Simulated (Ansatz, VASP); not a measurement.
## Two plane-wave programs on AlN

INCAR

```
PREC = Accurate
ENCUT = 520
EDIFF = 1E-7
ISMEAR = 0
SIGMA = 0.05
LREAL = F
LASPH = T
NELM = 60
ALGO = Normal
ISIF = 2
LWAVE = F
LCHARG = T
GGA = PE
LELF = T
LVHAR = T
NBANDS = 16
```

Contents of KPOINTS:

```
Automatic mesh
0
Gamma
  8 8 6
```

The input POSCAR:

```
AlN
1.0
    0.0000000000     -2.0353166207     -2.0353166207
    0.0000000000      2.0353166207     -2.0353166207
    4.0706332413      0.0000000000      0.0000000000
Al N
2 2
Direct
    0.5026372327      0.4973627673      0.0000000000
   -0.0026372327      0.0026372327      0.5000000000
    0.5140027354      0.4859972646      0.5000000000
   -0.0140027354      1.0140027354      0.0000000000
```

Input for Ansatz:

```yaml
crystal:
  lattice:
    - [0.0, -2.0353166207, -2.0353166207]
    - [0.0, 2.0353166207, -2.0353166207]
    - [4.0706332413, 0.0, 0.0]
  atoms:
    - { symbol: Al, position: [0.5026372327, 0.4973627673, 0.0] }
    - { symbol: Al, position: [-0.0026372327, 0.0026372327, 0.5] }
    - { symbol: "N", position: [0.5140027354, 0.4859972646, 0.5] }
    - { symbol: "N", position: [-0.0140027354, 1.0140027354, 0.0] }
basis:
  ecutwfc: 520.0
kpoints:
  mp_grid: { grid: [8, 8, 6] }
hamiltonian:
  xc: pbe
  pseudopotentials: { kind: paw }
scf:
  occupations: { method: gaussian, width: 0.05 }
output:
  forces: true
  stress: true
  eigenvalues: true
  write_density: true
  write_potential: true
  elf: true
  volumetric_format: npy
```

Change from the starting cell: mode 10 frozen in at -0.057 Å and mode 12 at +0.000 Å (largest displacements).

Alike in both runs: task single point; functional PBE; k mesh 8 × 8 × 6; occupations gaussian, width 0.05 eV; no spin polarisation.

|  | VASP | Ansatz |
| --- | --- | --- |
| version | VASP 6.6.1 | Ansatz 0.2.0 |
| potentials or method | VASP PAW PBE potentials, release 64 (Al, N) | scalar-relativistic, plane waves, PAW |
| plane-wave cutoff (eV) | 520 | 520 |
| valence electrons in the cell | 16 | 16 |

Ansatz gave:

- gap on the k mesh at the Fermi level (eV): 4.37
- least direct gap on the mesh (eV): 4.44
- pressure (GPa): 0.8
- largest component of the traceless stress (GPa): 1.60
- rms of the force components (eV/Å): 0.392

Problem. What did VASP give for the same quantities?

Solution. gap on the k mesh at the Fermi level (eV): 4.35; least direct gap on the mesh (eV): 4.42; pressure (GPa): 0.6; largest component of the traceless stress (GPa): 1.61; rms of the force components (eV/Å): 0.393.

Atom by atom the forces differ by 0.001 eV/Å (rms over components). The functional is the same, so the differences come from potentials, cutoffs and numerics.

A k mesh can miss the band edges.
